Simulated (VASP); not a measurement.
# PtS2 (P-3m1) in VASP: notebook, part 4 of 9

VASP 6.6.1. The steps go on from the part before.

### 31 Equation of state, r2SCAN, 17.71 Å³/atom

Input file INCAR:

```
PREC     = Accurate       # precision mode
ENCUT    = 300            # plane-wave cutoff, eV
EDIFF    = 1E-7           # SCF threshold, eV
ISMEAR   = 0              # smearing method
SIGMA    = 0.05           # smearing width, eV
LREAL    = F              # projectors in reciprocal space
LASPH    = T              # aspherical terms in the spheres
NELM     = 100            # most SCF steps
ALGO     = Normal         # electronic algorithm
ISIF     = 2              # what is computed and relaxed
LWAVE    = F              # write WAVECAR
LCHARG   = F              # write CHGCAR
METAGGA  = R2SCAN         # meta-GGA
LMIXTAU  = T            
ADDGRID  = F
```

Input file KPOINTS:

```
Automatic mesh
0
Gamma
  3 3 2
```

Input file POSCAR:

```
PtS2
1.0
    3.5074076539      0.0000000000      0.0000000000
   -1.7537038269      3.0375041297      0.0000000000
    0.0000000000      0.0000000000      4.9878995503
Pt S
1 2
Direct
    0.0000000000      0.0000000000      0.0000000000
    0.6666666667      0.3333333333      0.7730000000
    0.3333333333      0.6666666667      0.2270000000
```

Launch:

```bash
$ cat potpaw_PBE.64/Pt/POTCAR potpaw_PBE.64/S/POTCAR > POTCAR
$ mpirun -np 1 vasp_std > vasp.out
```

It took 16 s on 1 thread of Intel Xeon Platinum 8559C (Emerald Rapids), shared host; peak memory 0.13 GiB.

These settings aren't checked as converged: the numbers below hold their error.

What came out:

```yaml
Free_energy: -68.7262 eV
Pressure: 14.0 GPa
Largest_force: 1.608 eV/Å
Band_gap_on_the_k_mesh: 1.40 eV, indirect (least direct gap 2.74 eV)
```

Caveat: the k mesh is coarse (spacing up to 0.69 Å⁻¹), so the values aren't converged; the cutoff is under 1.25 times the usual one of these potentials, so pressure, stress and relaxed cells hold a basis-set (Pulay) error; the PAW data sets were made with another functional, which shifts forces and pressure a little; spin-orbit coupling is left out, which moves the levels of the heavy elements; an odd mesh through Γ misses points on the zone boundary, where band edges often lie.

### 32 Equation of state, r2SCAN, 18.81 Å³/atom

INCAR is that of step 31.

KPOINTS is that of step 31.

Input file POSCAR:

```
PtS2
1.0
    3.5782834698      0.0000000000      0.0000000000
   -1.7891417349      3.0988843868      0.0000000000
    0.0000000000      0.0000000000      5.0886923537
Pt S
1 2
Direct
    0.0000000000      0.0000000000      0.0000000000
    0.6666666667      0.3333333333      0.7730000000
    0.3333333333      0.6666666667      0.2270000000
```

Launch:

```bash
$ cat potpaw_PBE.64/Pt/POTCAR potpaw_PBE.64/S/POTCAR > POTCAR
$ mpirun -np 1 vasp_std > vasp.out
```

It took 16 s on 1 thread of Intel Xeon Platinum 8559C (Emerald Rapids), shared host; peak memory 0.13 GiB.

The run converged, but some of its settings lie outside the range that counts as converged, so its numbers aren't taken as properties of the crystal.

Results:

```
Free energy            : -68.9082 eV
Pressure               : 3.4 GPa
Largest force          : 0.677 eV/Å
Band gap on the k mesh : 1.27 eV, indirect (least direct gap 2.52 eV)
```

Caveat: the k mesh is coarse (spacing up to 0.68 Å⁻¹), so the values aren't converged; the cutoff is under 1.25 times the usual one of these potentials, so pressure, stress and relaxed cells hold a basis-set (Pulay) error; the PAW data sets were made with another functional, which shifts forces and pressure a little; spin-orbit coupling is left out, which moves the levels of the heavy elements; an odd mesh through Γ misses points on the zone boundary, where band edges often lie.

### 33 Equation of state, r2SCAN, 17.71 Å³/atom

INCAR: that of step 32 with these lines changed.

```diff
@@ -1,3 +1,3 @@
 PREC     = Accurate       # precision mode
-ENCUT    = 300            # plane-wave cutoff, eV
+ENCUT    = 350            # plane-wave cutoff, eV
 EDIFF    = 1E-7           # SCF threshold, eV
```

KPOINTS is that of step 32.

Input file POSCAR:

```
PtS2
1.0
    3.5074076539      0.0000000000      0.0000000000
   -1.7537038269      3.0375041297      0.0000000000
    0.0000000000      0.0000000000      4.9878995503
Pt S
1 2
Direct
    0.0000000000      0.0000000000      0.0000000000
    0.6666666667      0.3333333333      0.7730000000
    0.3333333333      0.6666666667      0.2270000000
```

Potentials or basis: VASP PAW PBE potentials, release 64 (Pt, S).

Launch:

```bash
$ cat potpaw_PBE.64/Pt/POTCAR potpaw_PBE.64/S/POTCAR > POTCAR
$ mpirun -np 1 vasp_std > vasp.out
```

It took 18 s on 1 thread of Intel Xeon Platinum 8559C (Emerald Rapids), shared host; peak memory 0.14 GiB.

The run converged, but some of its settings lie outside the range that counts as converged, so its numbers aren't taken as properties of the crystal.

What came out:

```yaml
Free_energy: -68.7228 eV
Pressure: 14.3 GPa
Largest_force: 1.606 eV/Å
Band_gap_on_the_k_mesh: 1.39 eV, indirect (least direct gap 2.73 eV)
```

Caveat: the k mesh is coarse (spacing up to 0.69 Å⁻¹), so the values aren't converged; the PAW data sets were made with another functional, which shifts forces and pressure a little; spin-orbit coupling is left out, which moves the levels of the heavy elements; an odd mesh through Γ misses points on the zone boundary, where band edges often lie.

### 34 Equation of state, r2SCAN, 18.81 Å³/atom

INCAR is that of step 33.

KPOINTS is that of step 33.

Input file POSCAR:

```
PtS2
1.0
    3.5782834698      0.0000000000      0.0000000000
   -1.7891417349      3.0988843868      0.0000000000
    0.0000000000      0.0000000000      5.0886923537
Pt S
1 2
Direct
    0.0000000000      0.0000000000      0.0000000000
    0.6666666667      0.3333333333      0.7730000000
    0.3333333333      0.6666666667      0.2270000000
```

Launch:

```bash
$ cat potpaw_PBE.64/Pt/POTCAR potpaw_PBE.64/S/POTCAR > POTCAR
$ mpirun -np 1 vasp_std > vasp.out
```

Wall time 17 s (1 thread of Intel Xeon Platinum 8559C (Emerald Rapids), shared host); peak memory 0.14 GiB.

The run converged, but some of its settings lie outside the range that counts as converged, so its numbers aren't taken as properties of the crystal.

Results:

```
Free energy            : -68.9054 eV
Pressure               : 3.6 GPa
Largest force          : 0.676 eV/Å
Band gap on the k mesh : 1.27 eV, indirect (least direct gap 2.52 eV)
```

Caveat: the k mesh is coarse (spacing up to 0.68 Å⁻¹), so the values aren't converged; the PAW data sets were made with another functional, which shifts forces and pressure a little; spin-orbit coupling is left out, which moves the levels of the heavy elements; an odd mesh through Γ misses points on the zone boundary, where band edges often lie.

### 35 Equation of state, r2SCAN, 17.71 Å³/atom

INCAR: that of step 34 with these lines changed.

```diff
@@ -1,3 +1,3 @@
 PREC     = Accurate       # precision mode
-ENCUT    = 350            # plane-wave cutoff, eV
+ENCUT    = 250            # plane-wave cutoff, eV
 EDIFF    = 1E-7           # SCF threshold, eV
```

Input file KPOINTS:

```
Automatic mesh
0
Gamma
  4 4 2
```

Input file POSCAR:

```
PtS2
1.0
    3.5074076539      0.0000000000      0.0000000000
   -1.7537038269      3.0375041297      0.0000000000
    0.0000000000      0.0000000000      4.9878995503
Pt S
1 2
Direct
    0.0000000000      0.0000000000      0.0000000000
    0.6666666667      0.3333333333      0.7730000000
    0.3333333333      0.6666666667      0.2270000000
```

Launch:

```bash
$ cat potpaw_PBE.64/Pt/POTCAR potpaw_PBE.64/S/POTCAR > POTCAR
$ mpirun -np 1 vasp_std > vasp.out
```

Run time: 17 s. Hardware: 1 thread of Intel Xeon Platinum 8559C (Emerald Rapids), shared host; peak memory 0.12 GiB.

The run converged, but a check on its numbers failed (symmetry, net force, bounds or a known fault of this set-up), so they aren't taken as properties of the crystal.

Caveat: the k mesh is coarse (spacing up to 0.63 Å⁻¹), so the values aren't converged; the cutoff lies under the usual one of these potentials, so the numbers hold a large basis-set error; the PAW data sets were made with another functional, which shifts forces and pressure a little; spin-orbit coupling is left out, which moves the levels of the heavy elements.

### 36 Equation of state, r2SCAN, 18.81 Å³/atom

INCAR is that of step 35.

KPOINTS is that of step 35.

Input file POSCAR:

```
PtS2
1.0
    3.5782834698      0.0000000000      0.0000000000
   -1.7891417349      3.0988843868      0.0000000000
    0.0000000000      0.0000000000      5.0886923537
Pt S
1 2
Direct
    0.0000000000      0.0000000000      0.0000000000
    0.6666666667      0.3333333333      0.7730000000
    0.3333333333      0.6666666667      0.2270000000
```

Potentials or basis: VASP PAW PBE potentials, release 64 (Pt, S).

Launch:

```bash
$ cat potpaw_PBE.64/Pt/POTCAR potpaw_PBE.64/S/POTCAR > POTCAR
$ mpirun -np 1 vasp_std > vasp.out
```

It took 15 s on 1 thread of Intel Xeon Platinum 8559C (Emerald Rapids), shared host; peak memory 0.12 GiB.

The run converged, but a check on its numbers failed (symmetry, net force, bounds or a known fault of this set-up), so they aren't taken as properties of the crystal.

Caveat: the k mesh is coarse (spacing up to 0.62 Å⁻¹), so the values aren't converged; the cutoff lies under the usual one of these potentials, so the numbers hold a large basis-set error; the PAW data sets were made with another functional, which shifts forces and pressure a little; spin-orbit coupling is left out, which moves the levels of the heavy elements.

### 37 Equation of state, r2SCAN, 17.71 Å³/atom

INCAR: that of step 36 with these lines changed.

```diff
@@ -1,3 +1,3 @@
 PREC     = Accurate       # precision mode
-ENCUT    = 250            # plane-wave cutoff, eV
+ENCUT    = 400            # plane-wave cutoff, eV
 EDIFF    = 1E-7           # SCF threshold, eV
```

Input file KPOINTS:

```
Automatic mesh
0
Gamma
  3 3 2
```

Input file POSCAR:

```
PtS2
1.0
    3.5074076539      0.0000000000      0.0000000000
   -1.7537038269      3.0375041297      0.0000000000
    0.0000000000      0.0000000000      4.9878995503
Pt S
1 2
Direct
    0.0000000000      0.0000000000      0.0000000000
    0.6666666667      0.3333333333      0.7730000000
    0.3333333333      0.6666666667      0.2270000000
```

Launch:

```bash
$ cat potpaw_PBE.64/Pt/POTCAR potpaw_PBE.64/S/POTCAR > POTCAR
$ mpirun -np 1 vasp_std > vasp.out
```

It took 21 s on 1 thread of Intel Xeon Platinum 8559C (Emerald Rapids), shared host; peak memory 0.15 GiB.

These settings aren't checked as converged: the numbers below hold their error.

Results:

- Free energy: -68.7241 eV
- Pressure: 14.4 GPa
- Largest force: 1.606 eV/Å
- Band gap on the k mesh: 1.39 eV, indirect (least direct gap 2.73 eV)

Caveat: the k mesh is coarse (spacing up to 0.69 Å⁻¹), so the values aren't converged; the PAW data sets were made with another functional, which shifts forces and pressure a little; spin-orbit coupling is left out, which moves the levels of the heavy elements; an odd mesh through Γ misses points on the zone boundary, where band edges often lie.

### 38 Equation of state, r2SCAN, 18.81 Å³/atom

INCAR is that of step 37.

KPOINTS is that of step 37.

Input file POSCAR:

```
PtS2
1.0
    3.5782834698      0.0000000000      0.0000000000
   -1.7891417349      3.0988843868      0.0000000000
    0.0000000000      0.0000000000      5.0886923537
Pt S
1 2
Direct
    0.0000000000      0.0000000000      0.0000000000
    0.6666666667      0.3333333333      0.7730000000
    0.3333333333      0.6666666667      0.2270000000
```

Launch:

```bash
$ cat potpaw_PBE.64/Pt/POTCAR potpaw_PBE.64/S/POTCAR > POTCAR
$ mpirun -np 1 vasp_std > vasp.out
```

Run time: 18 s. Hardware: 1 thread of Intel Xeon Platinum 8559C (Emerald Rapids), shared host; peak memory 0.16 GiB.

The run converged, but some of its settings lie outside the range that counts as converged, so its numbers aren't taken as properties of the crystal.

Results:

| Item | Value |
| --- | --- |
| Free energy | -68.9066 eV |
| Pressure | 3.8 GPa |
| Largest force | 0.676 eV/Å |
| Band gap on the k mesh | 1.27 eV, indirect (least direct gap 2.52 eV) |

Caveat: the k mesh is coarse (spacing up to 0.68 Å⁻¹), so the values aren't converged; the PAW data sets were made with another functional, which shifts forces and pressure a little; spin-orbit coupling is left out, which moves the levels of the heavy elements; an odd mesh through Γ misses points on the zone boundary, where band edges often lie.

### 39 Equation of state, r2SCAN, 17.71 Å³/atom

INCAR: that of step 38 with these lines changed.

```diff
@@ -1,3 +1,3 @@
 PREC     = Accurate       # precision mode
-ENCUT    = 400            # plane-wave cutoff, eV
+ENCUT    = 300            # plane-wave cutoff, eV
 EDIFF    = 1E-7           # SCF threshold, eV
```

Input file KPOINTS:

```
Automatic mesh
0
Gamma
  4 4 2
```

Input file POSCAR:

```
PtS2
1.0
    3.5074076539      0.0000000000      0.0000000000
   -1.7537038269      3.0375041297      0.0000000000
    0.0000000000      0.0000000000      4.9878995503
Pt S
1 2
Direct
    0.0000000000      0.0000000000      0.0000000000
    0.6666666667      0.3333333333      0.7730000000
    0.3333333333      0.6666666667      0.2270000000
```

Potentials or basis: VASP PAW PBE potentials, release 64 (Pt, S).

Launch:

```bash
$ cat potpaw_PBE.64/Pt/POTCAR potpaw_PBE.64/S/POTCAR > POTCAR
$ mpirun -np 1 vasp_std > vasp.out
```

Wall time 18 s (1 thread of Intel Xeon Platinum 8559C (Emerald Rapids), shared host); peak memory 0.13 GiB.

The run converged, but some of its settings lie outside the range that counts as converged, so its numbers aren't taken as properties of the crystal.

Results:

```yaml
Free_energy: -68.6332 eV
Pressure: 14.5 GPa
Largest_force: 1.811 eV/Å
Band_gap_on_the_k_mesh: 1.38 eV, indirect (least direct gap 2.00 eV)
```

Caveat: the k mesh is coarse (spacing up to 0.63 Å⁻¹), so the values aren't converged; the cutoff is under 1.25 times the usual one of these potentials, so pressure, stress and relaxed cells hold a basis-set (Pulay) error; the PAW data sets were made with another functional, which shifts forces and pressure a little; spin-orbit coupling is left out, which moves the levels of the heavy elements.

### 40 Equation of state, r2SCAN, 18.81 Å³/atom

INCAR is that of step 39.

KPOINTS is that of step 39.

Input file POSCAR:

```
PtS2
1.0
    3.5782834698      0.0000000000      0.0000000000
   -1.7891417349      3.0988843868      0.0000000000
    0.0000000000      0.0000000000      5.0886923537
Pt S
1 2
Direct
    0.0000000000      0.0000000000      0.0000000000
    0.6666666667      0.3333333333      0.7730000000
    0.3333333333      0.6666666667      0.2270000000
```

Launch:

```bash
$ cat potpaw_PBE.64/Pt/POTCAR potpaw_PBE.64/S/POTCAR > POTCAR
$ mpirun -np 1 vasp_std > vasp.out
```

It took 17 s on 1 thread of Intel Xeon Platinum 8559C (Emerald Rapids), shared host; peak memory 0.13 GiB.

The run converged, but some of its settings lie outside the range that counts as converged, so its numbers aren't taken as properties of the crystal.

What came out:

* Free energy: -68.8248 eV
* Pressure: 3.8 GPa
* Largest force: 0.849 eV/Å
* Band gap on the k mesh: 1.27 eV, indirect (least direct gap 1.93 eV)

Caveat: the k mesh is coarse (spacing up to 0.62 Å⁻¹), so the values aren't converged; the cutoff is under 1.25 times the usual one of these potentials, so pressure, stress and relaxed cells hold a basis-set (Pulay) error; the PAW data sets were made with another functional, which shifts forces and pressure a little; spin-orbit coupling is left out, which moves the levels of the heavy elements.

### 41 Equation of state, r2SCAN, 17.71 Å³/atom

INCAR: that of step 40 with these lines changed.

```diff
@@ -1,3 +1,3 @@
 PREC     = Accurate       # precision mode
-ENCUT    = 300            # plane-wave cutoff, eV
+ENCUT    = 500            # plane-wave cutoff, eV
 EDIFF    = 1E-7           # SCF threshold, eV
```

Input file KPOINTS:

```
Automatic mesh
0
Gamma
  3 3 2
```

Input file POSCAR:

```
PtS2
1.0
    3.5074076539      0.0000000000      0.0000000000
   -1.7537038269      3.0375041297      0.0000000000
    0.0000000000      0.0000000000      4.9878995503
Pt S
1 2
Direct
    0.0000000000      0.0000000000      0.0000000000
    0.6666666667      0.3333333333      0.7730000000
    0.3333333333      0.6666666667      0.2270000000
```

Launch:

```bash
$ cat potpaw_PBE.64/Pt/POTCAR potpaw_PBE.64/S/POTCAR > POTCAR
$ mpirun -np 1 vasp_std > vasp.out
```

It took 20 s on 1 thread of Intel Xeon Platinum 8559C (Emerald Rapids), shared host; peak memory 0.17 GiB.

These settings aren't checked as converged: the numbers below hold their error.

Results:

```
Free energy            : -68.7249 eV
Pressure               : 14.4 GPa
Largest force          : 1.606 eV/Å
Band gap on the k mesh : 1.39 eV, indirect (least direct gap 2.73 eV)
```

Caveat: the k mesh is coarse (spacing up to 0.69 Å⁻¹), so the values aren't converged; the PAW data sets were made with another functional, which shifts forces and pressure a little; spin-orbit coupling is left out, which moves the levels of the heavy elements; an odd mesh through Γ misses points on the zone boundary, where band edges often lie.

### 42 Equation of state, r2SCAN, 18.81 Å³/atom

INCAR is that of step 41.

KPOINTS is that of step 41.

Input file POSCAR:

```
PtS2
1.0
    3.5782834698      0.0000000000      0.0000000000
   -1.7891417349      3.0988843868      0.0000000000
    0.0000000000      0.0000000000      5.0886923537
Pt S
1 2
Direct
    0.0000000000      0.0000000000      0.0000000000
    0.6666666667      0.3333333333      0.7730000000
    0.3333333333      0.6666666667      0.2270000000
```

Potentials or basis: VASP PAW PBE potentials, release 64 (Pt, S).

Launch:

```bash
$ cat potpaw_PBE.64/Pt/POTCAR potpaw_PBE.64/S/POTCAR > POTCAR
$ mpirun -np 1 vasp_std > vasp.out
```

Wall time 24 s (1 thread of Intel Xeon Platinum 8559C (Emerald Rapids), shared host); peak memory 0.18 GiB.

The run converged, but some of its settings lie outside the range that counts as converged, so its numbers aren't taken as properties of the crystal.

What came out:

```yaml
Free_energy: -68.9072 eV
Pressure: 3.8 GPa
Largest_force: 0.676 eV/Å
Band_gap_on_the_k_mesh: 1.27 eV, indirect (least direct gap 2.52 eV)
```

Caveat: the k mesh is coarse (spacing up to 0.68 Å⁻¹), so the values aren't converged; the PAW data sets were made with another functional, which shifts forces and pressure a little; spin-orbit coupling is left out, which moves the levels of the heavy elements; an odd mesh through Γ misses points on the zone boundary, where band edges often lie.

### 43 Equation of state, r2SCAN, 17.71 Å³/atom

INCAR: that of step 42 with these lines changed.

```diff
@@ -1,3 +1,3 @@
 PREC     = Accurate       # precision mode
-ENCUT    = 500            # plane-wave cutoff, eV
+ENCUT    = 350            # plane-wave cutoff, eV
 EDIFF    = 1E-7           # SCF threshold, eV
```

Input file KPOINTS:

```
Automatic mesh
0
Gamma
  4 4 2
```

Input file POSCAR:

```
PtS2
1.0
    3.5074076539      0.0000000000      0.0000000000
   -1.7537038269      3.0375041297      0.0000000000
    0.0000000000      0.0000000000      4.9878995503
Pt S
1 2
Direct
    0.0000000000      0.0000000000      0.0000000000
    0.6666666667      0.3333333333      0.7730000000
    0.3333333333      0.6666666667      0.2270000000
```

Launch:

```bash
$ cat potpaw_PBE.64/Pt/POTCAR potpaw_PBE.64/S/POTCAR > POTCAR
$ mpirun -np 1 vasp_std > vasp.out
```

Run time: 17 s. Hardware: 1 thread of Intel Xeon Platinum 8559C (Emerald Rapids), shared host; peak memory 0.15 GiB.

The run converged, but some of its settings lie outside the range that counts as converged, so its numbers aren't taken as properties of the crystal.

What came out:

| Property | Result |
| --- | --- |
| Free energy | -68.6304 eV |
| Pressure | 14.7 GPa |
| Largest force | 1.809 eV/Å |
| Band gap on the k mesh | 1.37 eV, indirect (least direct gap 2.00 eV) |

Caveat: the k mesh is coarse (spacing up to 0.63 Å⁻¹), so the values aren't converged; the PAW data sets were made with another functional, which shifts forces and pressure a little; spin-orbit coupling is left out, which moves the levels of the heavy elements.

### 44 Equation of state, r2SCAN, 18.81 Å³/atom

INCAR is that of step 43.

KPOINTS is that of step 43.

Input file POSCAR:

```
PtS2
1.0
    3.5782834698      0.0000000000      0.0000000000
   -1.7891417349      3.0988843868      0.0000000000
    0.0000000000      0.0000000000      5.0886923537
Pt S
1 2
Direct
    0.0000000000      0.0000000000      0.0000000000
    0.6666666667      0.3333333333      0.7730000000
    0.3333333333      0.6666666667      0.2270000000
```

Launch:

```bash
$ cat potpaw_PBE.64/Pt/POTCAR potpaw_PBE.64/S/POTCAR > POTCAR
$ mpirun -np 1 vasp_std > vasp.out
```

It took 19 s on 1 thread of Intel Xeon Platinum 8559C (Emerald Rapids), shared host; peak memory 0.15 GiB.

These settings aren't checked as converged: the numbers below hold their error.

Results:

| Quantity | Value |
| --- | --- |
| Free energy | -68.8221 eV |
| Pressure | 4.0 GPa |
| Largest force | 0.848 eV/Å |
| Band gap on the k mesh | 1.26 eV, indirect (least direct gap 1.93 eV) |

Caveat: the k mesh is coarse (spacing up to 0.62 Å⁻¹), so the values aren't converged; the PAW data sets were made with another functional, which shifts forces and pressure a little; spin-orbit coupling is left out, which moves the levels of the heavy elements.

(Continued in part 5 of 9.)
